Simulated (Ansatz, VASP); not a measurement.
## AgCl: VASP beside Ansatz

```xyz
2
Lattice="0.0000 2.8059 2.8059 2.8059 0.0000 2.8059 2.8059 2.8059 0.0000" Properties=species:S:1:pos:R:3 pbc="T T T"
Ag    0.0000    0.0000    0.0000
Cl    2.8059    2.8059    2.8059
```

Alike in both runs: functional PBE; k mesh 8 × 8 × 8; occupations gaussian, width 0.02 eV; no spin polarisation.

Ansatz relaxed the structure, and its values are those at the end. VASP's run is a single point on that final structure, the one shown.

|  | VASP | Ansatz |
| --- | --- | --- |
| version | VASP 6.6.1 | Ansatz 0.2.0 |
| potentials or method | VASP PAW PBE potentials, release 64 (Ag, Cl) | scalar-relativistic, plane waves, PAW |
| plane-wave cutoff (eV) | 520 | 420 |
| valence electrons in the cell | 18 | 26 |

Ansatz gave:

* gap on the k mesh at the Fermi level (eV): 0.92
* least direct gap on the mesh (eV): 3.08
* pressure (GPa): 0.0

**Question.** Estimate VASP's values.

**Answer.** gap on the k mesh at the Fermi level (eV): 0.92; least direct gap on the mesh (eV): 3.08; pressure (GPa): -0.1.

The two sets of potentials don't hold the same shells in valence.

A k mesh can miss the band edges. A hybrid or GW would open this gap; PBE tends to underestimate it.
